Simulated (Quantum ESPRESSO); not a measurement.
C:

```
C
1.0
     2.52210    0.00000    0.00000
    -1.26105    2.18420    0.00000
     0.00000    0.00000    8.23710
C
8
Direct
  0.66667 0.33333 0.84375
  0.33333 0.66667 0.34375
  0.66667 0.33333 0.65625
  0.33333 0.66667 0.15625
  0.00000 0.00000 0.90625
  0.00000 0.00000 0.40625
  0.00000 0.00000 0.59375
  0.00000 0.00000 0.09375
```

This is a hexagonal form of diamond, not graphite.

- Program: Quantum ESPRESSO 7.5
- Task: relaxation of cell and atoms
- Functional: RPBE
- Dispersion: D4
- Potentials or basis: PseudoDojo 0.4.1 SR PBE standard
- Cutoff: 1116 eV
- Density cutoff: 4463 eV
- k mesh: 12 × 12 × 4
- Occupations: fermi-dirac, width 0.05 eV
- Spin: no spin polarisation

At the start: pressure -9.7 GPa; volume 5.67 Å³/atom.

Question: How do energy, volume and symmetry change on relaxing?

Answer: Over 7 steps the energy falls by 6.1 meV/atom and the volume is 5.54 Å³/atom (-2.2 %); space group P6_3/mmc (No. 194, to 0.05 Å).

Step by step:
```csv
step,energy change (eV),largest force (eV/Å),pressure (GPa),volume (Å³)
1,0.0000,0.3340,-9.67,45.38
2,-0.0140,0.0884,-8.93,45.29
3,-0.0254,0.1434,-7.17,45.11
4,-0.0350,0.2273,-4.82,44.87
5,-0.0455,0.2034,-1.09,44.49
6,-0.0484,0.0735,0.26,44.35
7,-0.0488,0.0070,0.21,44.36
```

Final structure:
```yaml
crystal:
  lattice:
    - [2.49502, 0.00000, 0.00000]
    - [-1.24751, 2.16075, 0.00000]
    - [0.00000, 0.00000, 8.22757]
  atoms:
    - { symbol: C, position: [0.66667, 0.33333, 0.84443] }
    - { symbol: C, position: [0.33333, 0.66667, 0.34443] }
    - { symbol: C, position: [0.66667, 0.33333, 0.65557] }
    - { symbol: C, position: [0.33333, 0.66667, 0.15557] }
    - { symbol: C, position: [0.00000, 0.00000, 0.90706] }
    - { symbol: C, position: [0.00000, 0.00000, 0.40706] }
    - { symbol: C, position: [0.00000, 0.00000, 0.59294] }
    - { symbol: C, position: [0.00000, 0.00000, 0.09294] }
```

Caveat: the potentials were made for another functional, which shifts forces and pressure.
